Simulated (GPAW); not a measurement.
Input of a GPAW 26.7.0 run:

run.py

```python
import json
import numpy as np
from ase import Atoms
from ase.dft.bandgap import bandgap
from ase.io import write
from gpaw import GPAW, PW
from gpaw.response.g0w0 import G0W0

atoms = Atoms(['Mg', 'O'],
              cell=[[0.0, 2.0970013927, 2.0970013927],
                    [2.0970013927, 0.0, 2.0970013927],
                    [2.0970013927, 2.0970013927, 0.0]],
              scaled_positions=[[0.0, 0.0, 0.0],
                                [0.5, 0.5, 0.5]],
              pbc=True)

calc = GPAW(mode=PW(600),
            xc='PBE',
            kpts={'size': (5, 5, 5), 'gamma': True},
            occupations={'name': 'fermi-dirac', 'width': 0.001},
            nbands=16,
            convergence={'density': 1e-06},
            maxiter=150,
            txt='gpaw.txt')
atoms.calc = calc
energy = atoms.get_potential_energy()
calc.write('gs.gpw')
write('result.traj', atoms)
print(f'Energy: {energy:.6f} eV')
print('Fermi level:', round(calc.get_fermi_level(), 4), 'eV')
print(f'Gap: {bandgap(calc)[0]:.4f} eV, direct: {bandgap(calc, direct=True)[0]:.4f} eV')

calc.diagonalize_full_hamiltonian(nbands=33)
calc.write('full.gpw', mode='all')

ibz = calc.get_ibz_k_points()
gap, vbm, cbm = bandgap(calc, output=None)
gap, direct, _ = bandgap(calc, direct=True, output=None)
gamma = int(np.abs(ibz).sum(1).argmin())
kpts = sorted({gamma, vbm[1], cbm[1], direct[1]})
gw = G0W0(calc='full.gpw',
          filename='gw',
          ecut=80,
          ecut_extrapolation=False,
          relbands=(-2, 2),
          kpts=kpts,
          integrate_gamma='WS',
          nbands=29,
          frequencies={'type': 'nonlinear', 'domega0': 0.1, 'omega2': 10},
          eta=0.1)
gw.calculate()
results = {mode: {key: np.asarray(r[key]).tolist() for key in ['f', 'eps', 'vxc', 'exx', 'sigma', 'Z', 'qp', 'sigma_eskn']}
           for mode, r in gw.all_results.items()}
json.dump({'kpts': ibz[kpts].tolist(), 'results': results}, open('gw.json', 'w'))
for mode, r in results.items():
    f, qp = np.array(r['f']), np.array(r['qp'])
    print(mode, 'quasiparticle energies (eV):')
    print(qp.round(3))
    print(mode, 'gap:', round(qp[f < 0.5].min() - qp[f > 0.5].max(), 4), 'eV')
```

Potentials or basis: GPAW PAW data sets (gpaw-data 1.2.1), pw.

The run is started by

```sh
$ OMP_NUM_THREADS=1 python run.py
```

Question: What does it give for the quasiparticle gap?

Answer: 7.12 eV.

Question: Predict the least direct quasiparticle gap.

Answer: 7.12 eV.

Question: Estimate the band gap on the k mesh, mean-field level.

Answer: 4.88 eV, direct.

Caveat: the k mesh is coarse (spacing up to 0.52 Å⁻¹), so the values aren't converged; the quasiparticle gap is taken among the few k points that were corrected; the long-wavelength limit can be off by a per cent or two.
